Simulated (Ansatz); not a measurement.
# Bands of PbS

```
CELL_PARAMETERS angstrom
0.00000 3.32224 3.32224
3.32224 0.00000 3.32224
3.32224 3.32224 0.00000
ATOMIC_POSITIONS crystal
Pb 0.00000 0.00000 0.00000
S 0.25000 0.25000 0.25000
```

Atoms are numbered in the order listed.

The cell was built from the zincblende type and relaxed in the same program, and has space group F-43m; it needn't be a known or the stable phase.

Spin–orbit coupling is left out, though it moves levels of the heavy atoms by tenths of an eV or more.

Computed with DFT, PBE, all-electron LAPW, scalar-relativistic (Ansatz 0.2.0).

Sampling and basis: a Γ-centred 11×11×11 k mesh, Fermi–Dirac smearing of 0.03 eV, basis error target 1 meV/atom, no spin polarisation.

Points in fractions of the reciprocal vectors of this cell: Γ (0, 0, 0), X (-0.5, -0.5, 0), U (-0.375, -0.375, 0.25), K (-0.375, 0, 0.375), L (0, 0, 0.5), W (-0.5, -0.25, 0.25). The path joins them by straight lines in the order Γ–X–U–K–Γ–L–W–X; legs that retrace an earlier one aren't tabulated. Energies are in eV from the top of the valence band.

(1) Metal or insulator at this level of theory?

(2) Tabulate bands 21 to 28, counted from the lowest band of the run, along the path.

Results:

(1) An insulator or semiconductor: gap 0.84 eV, indirect from W (-0.5, -0.25, 0.25) to X (-0.5, -0.5, 0).

(2) 
| k (1/Å) | point | band 21 | band 22 | band 23 | band 24 | band 25 | band 26 | band 27 | band 28 |
| --- | --- | --- | --- | --- | --- | --- | --- | --- | --- |
| 0.00 | Γ | -12.49 | -5.98 | -1.67 | -1.67 | -1.67 | 2.49 | 2.49 | 2.49 |
| 0.24 |  | -12.38 | -6.31 | -1.89 | -1.89 | -1.37 | 1.98 | 2.85 | 2.85 |
| 0.47 |  | -12.08 | -7.04 | -2.34 | -2.34 | -0.82 | 1.32 | 3.67 | 3.67 |
| 0.71 |  | -11.71 | -7.73 | -2.70 | -2.70 | -0.51 | 0.95 | 4.57 | 4.57 |
| 0.95 | X | -11.52 | -8.04 | -2.84 | -2.84 | -0.45 | 0.84 | 5.02 | 5.02 |
| 1.03 |  | -11.52 | -8.04 | -2.89 | -2.82 | -0.42 | 0.91 | 4.94 | 4.97 |
| 1.11 |  | -11.52 | -8.03 | -3.01 | -2.78 | -0.35 | 1.13 | 4.73 | 4.84 |
| 1.20 |  | -11.53 | -8.02 | -3.15 | -2.72 | -0.32 | 1.46 | 4.46 | 4.64 |
| 1.28 | U | -11.54 | -7.99 | -3.25 | -2.64 | -0.32 | 1.86 | 4.14 | 4.41 |
| 1.42 |  | -11.55 | -7.97 | -3.25 | -2.69 | -0.25 | 2.17 | 3.49 | 4.61 |
| 1.57 |  | -11.56 | -7.96 | -3.21 | -2.77 | -0.17 | 2.62 | 2.85 | 4.72 |
| 1.71 |  | -11.55 | -7.97 | -3.25 | -2.69 | -0.25 | 2.17 | 3.49 | 4.61 |
| 1.86 | K | -11.54 | -7.99 | -3.25 | -2.64 | -0.32 | 1.86 | 4.14 | 4.41 |
| 2.11 |  | -11.71 | -7.72 | -3.20 | -2.30 | -0.61 | 2.81 | 3.19 | 3.65 |
| 2.36 |  | -12.05 | -7.11 | -2.63 | -1.96 | -1.09 | 2.37 | 3.03 | 3.25 |
| 2.61 |  | -12.37 | -6.35 | -1.95 | -1.74 | -1.51 | 2.23 | 2.63 | 2.85 |
| 2.86 | Γ | -12.49 | -5.98 | -1.67 | -1.67 | -1.67 | 2.49 | 2.49 | 2.49 |
| 3.07 |  | -12.41 | -6.24 | -1.75 | -1.75 | -1.63 | 2.34 | 2.64 | 2.64 |
| 3.27 |  | -12.18 | -6.83 | -1.94 | -1.94 | -1.66 | 2.52 | 2.93 | 2.93 |
| 3.48 |  | -11.92 | -7.41 | -2.10 | -2.10 | -1.81 | 3.13 | 3.13 | 3.16 |
| 3.68 | L | -11.80 | -7.65 | -2.16 | -2.16 | -1.88 | 3.19 | 3.19 | 3.56 |
| 3.85 |  | -11.76 | -7.70 | -2.69 | -2.24 | -1.27 | 3.01 | 3.30 | 3.56 |
| 4.02 |  | -11.66 | -7.82 | -3.10 | -2.46 | -0.62 | 2.74 | 3.11 | 4.07 |
| 4.18 |  | -11.56 | -7.96 | -3.21 | -2.77 | -0.17 | 2.62 | 2.85 | 4.72 |
| 4.35 | W | -11.51 | -8.02 | -3.09 | -3.05 | 0.00 | 2.58 | 2.76 | 4.94 |
| 4.47 |  | -11.52 | -8.02 | -3.05 | -3.02 | -0.06 | 1.95 | 3.45 | 4.95 |
| 4.59 |  | -11.52 | -8.03 | -2.97 | -2.95 | -0.22 | 1.37 | 4.19 | 4.98 |
| 4.70 |  | -11.52 | -8.04 | -2.88 | -2.87 | -0.38 | 0.98 | 4.78 | 5.01 |
| 4.82 | X | -11.52 | -8.04 | -2.84 | -2.84 | -0.45 | 0.84 | 5.02 | 5.02 |
